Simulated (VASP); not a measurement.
# Si: single point with PBEsol

The system is Si.

```
CELL_PARAMETERS angstrom
0.00000 2.71763 2.71763
2.71763 0.00000 2.71763
2.71763 2.71763 0.00000
ATOMIC_POSITIONS crystal
Si 0.50000 0.50000 0.50000
Si 0.75000 0.75000 0.75000
```

| Item | Value |
| --- | --- |
| Program | VASP 6.6.1 |
| Task | single point |
| Functional | PBEsol |
| Potentials or basis | VASP PAW PBE potentials, release 64 (Si) |
| Cutoff | 900 eV |
| k mesh | 14 × 14 × 14 |
| Occupations | gaussian, width 0.02 eV |
| Spin | no spin polarisation |
| Further INCAR settings | ALGO = Fast; EDIFF = 1e-07; NBANDS = 11 |

| Item | Value |
| --- | --- |
| Pressure | 0.0 GPa |
| Band gap on the k mesh | 0.46 eV, indirect (least direct gap 2.52 eV) |

Levels at points of the mesh, in eV from the valence-band top:
```tsv
k point	band 1	band 2	band 3	band 4	band 5	band 6	band 7	band 8
(0.00, 0.00, 0.00)	-11.97	0.00	0.00	0.00	2.52	2.52	2.52	3.30
(0.50, 0.00, 0.00)	-9.63	-7.00	-1.20	-1.20	1.46	3.27	3.27	7.51
(0.50, 0.50, 0.00)	-7.82	-7.82	-2.87	-2.87	0.59	0.59	10.04	10.04
```

Wall time 73 s on 1 thread of Intel(R) Xeon(R) Platinum 8559C (Emerald Rapids), with other jobs on the host, peak memory 0.28 GiB.

Caveat: the PAW data sets were made with another functional, which shifts forces and pressure a little. As with any semilocal functional, this PBEsol gap is likely too small.
